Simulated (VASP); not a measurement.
A run of VASP 6.6.1 is set up as follows.

File INCAR:

```
SYSTEM = NbSi2
PREC = Accurate ; ENCUT = 520
EDIFF = 1E-6 ; ISMEAR = 0
SIGMA = 0.1 ; LREAL = .False.
LASPH = .True. ; NELM = 100
ALGO = Fast ; ISIF = 2
LWAVE = .False. ; LCHARG = .False.
GGA = PE ; NBANDS = 42
```

Contents of KPOINTS:

```
regular mesh
0
Gamma
  12 12 6
  0 0 0
```

The input POSCAR:

```
NbSi2
1.0
    4.8123935908      0.0000000000      0.0000000000
   -2.4061967954      4.1676551026      0.0000000000
    0.0000000000      0.0000000000      6.6147607046
Nb Si
3 6
Direct
    0.5000000000      0.0000000000      0.5000000000
    0.5000000000      0.5000000000      0.8333333333
    0.0000000000      0.5000000000      0.1666666667
    0.1592257745      0.3184515489      0.5000000000
    0.8407742255      0.1592257745      0.8333333333
    0.6815484511      0.8407742255      0.1666666667
    0.8407742255      0.6815484511      0.5000000000
    0.1592257745      0.8407742255      0.8333333333
    0.3184515489      0.1592257745      0.1666666667
```

Potentials or basis: VASP PAW PBE potentials, release 64 (Nb_sv, Si).

The run is started by

```sh
$ cat potpaw_PBE.64/Nb_sv/POTCAR potpaw_PBE.64/Si/POTCAR > POTCAR
$ mpirun -np 1 vasp_std > vasp.out
```

(1) Estimate the pressure.

(2) Estimate the band gap on the k mesh.

Results:

(1) -0.3 GPa.

(2) none (metal or under the smearing width).
